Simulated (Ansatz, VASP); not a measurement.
Two plane-wave programs on Zr

```
CELL_PARAMETERS angstrom
-1.81000 1.81000 1.81000
1.81000 -1.81000 1.81000
1.81000 1.81000 -1.81000
ATOMIC_POSITIONS crystal
Zr 0.00000 0.00000 0.00000
```

Alike in both runs: task electric field gradients; functional PBE; k mesh 14 × 14 × 14; occupations fermi-dirac, width 0.08 eV; no spin polarisation.

|  | VASP | Ansatz |
| --- | --- | --- |
| version | VASP 6.6.1 | Ansatz 0.2.0 |
| potentials or method | VASP PAW PBE potentials, release 64 (Zr_sv) | PAW with Ansatz's default frozen-core files, scalar-relativistic |
| plane-wave cutoff (eV) | 520 | 420 |
| valence electrons in the cell | 12 | 12 |

|  | VASP | Ansatz | Ansatz less VASP |
| --- | --- | --- | --- |
| pressure (GPa) | -3.0 | -3.0 | -0.03 |
| Vzz of the field gradient on the site that differs most (V/Å²) | 0.0 | 0.0 | 0.00 |

The functional is the same, so the differences come from potentials, cutoffs and numerics. Ansatz warned: «gradients_without_spin_orbit».
